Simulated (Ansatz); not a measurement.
# GaAs: the cost of one run

The runs shown are made with Ansatz 0.2.0. PAW datasets, plane waves. (Simulation; spin polarisation is off.)

## Step 1: The structure to begin with

The cell was relaxed beforehand with r2SCAN.

Space group F-43m (No. 216), cubic; conventional cell a = 5.666 Å, 22.74 Å³ an atom. Near Ga stand 4 As at 2.45 Å; near As stand 4 Ga at 2.45 Å.

Structure file:

```
Ga As
1.0
     0.00000    2.83308    2.83308
     2.83308    0.00000    2.83308
     2.83308    2.83308    0.00000
Ga As
1 1
Direct
  0.00000 0.00000 0.00000
  0.25000 0.25000 0.25000
```

## Step 2: PBE bands along the symmetry lines

File input.yaml:

```yaml
crystal:
  lattice:
    - [0.0, 2.8330831656, 2.8330831656]
    - [2.8330831656, 0.0, 2.8330831656]
    - [2.8330831656, 2.8330831656, 0.0]
  atoms:
    - { symbol: Ga, position: [0.0, 0.0, 0.0] }
    - { symbol: As, position: [0.25, 0.25, 0.25] }
kpoints:
  mp_grid: { grid: [8, 8, 8] }
  band_path:
    path:
      - [[0.0, 0.0, 0.0], [-0.5, -0.5, -9.374813646252e-34], [-0.375, -0.375, 0.25]]
      - [[-0.375, 1.777849594966e-17, 0.375], [0.0, 0.0, 0.0], [7.249847953943e-20, 7.249847953943e-20, 0.5], [-0.5, -0.25, 0.25], [-0.5, -0.5, -9.374813646252e-34]]
    npoints: 10
hamiltonian:
  xc: pbe
scf:
  occupations: { method: fermi_dirac, width: 0.02 }
  n_extra_bands: 4
output:
  forces: true
  stress: true
  eigenvalues: true
```

The run is started by

```console
$ ansatz run input.yaml --threads 2 --pin off --max-ram 4608MiB --backend cpu --events-out ev --progress --plain --runs-dir out
```

**Question.** How long does this run take on 2 threads of Intel Xeon Platinum 8259CL at 2.50GHz (Skylake/Cascade Lake), shared host, and how much memory does it need?

About 3.3 s, with a peak of 0.45 GiB.
